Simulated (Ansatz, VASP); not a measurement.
**FeSi: VASP beside Ansatz**

POSCAR

```
FeSi
1.0
    2.7629156480      0.0000000000      0.0000000000
    0.0000000000      2.7629156480      0.0000000000
    0.0000000000      0.0000000000      2.7629156480
Fe Si
1 1
Direct
    0.0000000000      0.0000000000      0.0000000000
    0.5000000000      0.5000000000      0.5000000000
```

The input INCAR.step1:

```
  PREC = Accurate
  ENCUT = 520
  ISMEAR = 0
  SIGMA = 0.05
  LREAL = F
  LASPH = T
  NELM = 60
  NBANDS = 13
  GGA = PE
  ALGO = Normal
  EDIFF = 1E-4
  LWAVE = T
  LCHARG = F
```

File INCAR.step2:

```
  PREC = Accurate
  ENCUT = 520
  EDIFF = 1E-6
  ISMEAR = 0
  SIGMA = 0.05
  LREAL = F
  LASPH = T
  NELM = 60
  ALGO = Normal
  ISIF = 2
  LWAVE = F
  LCHARG = F
  METAGGA = R2SCAN
  LMIXTAU = T
  NBANDS = 13
  ISTART = 1
```

File KPOINTS:

```
Automatic mesh
0
Gamma
  16 16 16
```

Input for Ansatz:

```yaml
crystal:
  lattice:
    - [2.762915648, 0.0, 0.0]
    - [0.0, 2.762915648, 0.0]
    - [0.0, 0.0, 2.762915648]
  atoms:
    - { symbol: Fe, position: [0.0, 0.0, 0.0] }
    - { symbol: Si, position: [0.5, 0.5, 0.5] }
basis:
  ecutwfc: 500
  ecutrho_ratio: 4
kpoints:
  mp_grid: { grid: [16, 16, 16] }
hamiltonian:
  xc: r2scan
scf:
  occupations: { method: gaussian, width: 0.05 }
output:
  forces: true
  stress: true
  eigenvalues: true
```

Alike in both runs: task single point; functional r2SCAN; k mesh 16 × 16 × 16; occupations gaussian, width 0.05 eV; no spin polarisation.

```csv
,VASP,Ansatz
version,VASP 6.6.1,Ansatz 0.2.0
potentials or method,"VASP PAW PBE potentials, release 64 (Fe, Si)","scalar-relativistic, plane waves, PAW"
plane-wave cutoff (eV),520,500
valence electrons in the cell,12,20
```

```tsv
	VASP	Ansatz	Ansatz less VASP
gap on the k mesh at the Fermi level (eV)	none	none	-
pressure (GPa)	-9.1	-9.6	-0.45
```

A gap of «none» marks a metal or a gap that the smearing closes. The functional is the same, so the differences come from potentials, cutoffs and numerics. The two sets of potentials don't hold the same shells in valence.

Caveats: the PAW data sets were made with another functional, which shifts forces and pressure a little (VASP). Spin polarisation is off, so any magnetic state and its effect on volume and gap are missing.
